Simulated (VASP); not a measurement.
A run of VASP 6.6.1 is set up as follows.

Contents of INCAR:

```
ALGO = Fast
EDIFF = 1E-6
ENCUT = 520
GGA = PS
ISIF = 2
ISMEAR = -1
ISPIN = 2
LASPH = True
LCHARG = False
LORBIT = 11
LREAL = Auto
LWAVE = False
MAGMOM = 0 0 0 0 0 0 0 0 0 0 0 0 0 0 0 0 0 0 0
NBANDS = 58
NELM = 150
PREC = Accurate
SIGMA = 0.05
```

Contents of KPOINTS:

```
k-points
0
Gamma
  2 2 1
```

File POSCAR:

```
C18O
1.0
    7.3980000000      0.0000000000      0.0000000000
   -3.6990000000      6.4068560000      0.0000000000
    0.0000000000      0.0000000000     11.0000000000
C O
18 1
Direct
    0.0074787868      0.0116593849      0.0809909091
    0.2326825528      0.1099447217      0.0832636364
    0.0119865813      0.3484392345      0.0828909091
    0.2138002547      0.4377654188      0.0800636364
    0.0076129349      0.6707814254      0.0838272727
    0.2245990357      0.7823962330      0.1003272727
    0.3459460108      0.0017325190      0.0898636364
    0.5445922974      0.1101632376      0.1016181818
    0.3388285620      0.3414311169      0.0790727273
    0.5613363798      0.4487068228      0.0953000000
    0.3080027397      0.6564218081      0.1124818182
    0.5373381074      0.7632136574      0.1184545455
    0.6667034676      0.0109414040      0.1063545455
    0.9029720320      0.1231649346      0.0762000000
    0.6663428890      0.3333616363      0.0887454545
    0.8902667386      0.4486599980      0.0700090909
    0.6652231990      0.6640230403      0.0928545455
    0.8850102432      0.7637755554      0.0767181818
    0.6007400304      0.8943700311      0.2292181818
```

Potentials or basis: VASP PAW PBE potentials, release 64 (C, O).

The run is started by

```console
$ cat potpaw_PBE.64/C/POTCAR potpaw_PBE.64/O/POTCAR > POTCAR
$ mpirun -np 1 vasp_std > vasp.out
```

Q: Predict the net moment.

A: 0.00 μB per cell.

Q: What does it give for the largest force?

A: 7.466 eV/Å.

Q: Estimate the band gap on the k mesh.

A: 0.81 eV, direct.

Forces in eV/Å, atoms in the order of the input:
```
C    0.979 -2.914 -0.514
C   -2.536  2.884 -0.801
C   -4.520 -5.596 -2.000
C    3.664  4.499  1.611
C   -2.147 -1.772 -1.146
C   -0.206 -1.589 -0.328
C   -6.023 -1.581  0.783
C    5.494  4.349 -1.625
C    0.807 -3.347  1.339
C   -1.009 -1.347 -1.315
C    3.941  0.062 -2.379
C    0.728  2.690  0.891
C    2.104 -2.232  1.534
C   -1.925 -1.031  1.663
C   -0.030  0.808 -0.444
C    0.559  0.133  2.683
C    1.270  0.770 -0.058
C   -2.687  4.888  1.457
O    1.538  0.327 -1.352
```

Caveat: the k mesh is coarse (spacing up to 0.49 Å⁻¹), so the values aren't converged; the PAW data sets were made with another functional, which shifts forces and pressure a little. PBEsol gaps usually lie below the measured ones, often by a third to a half.
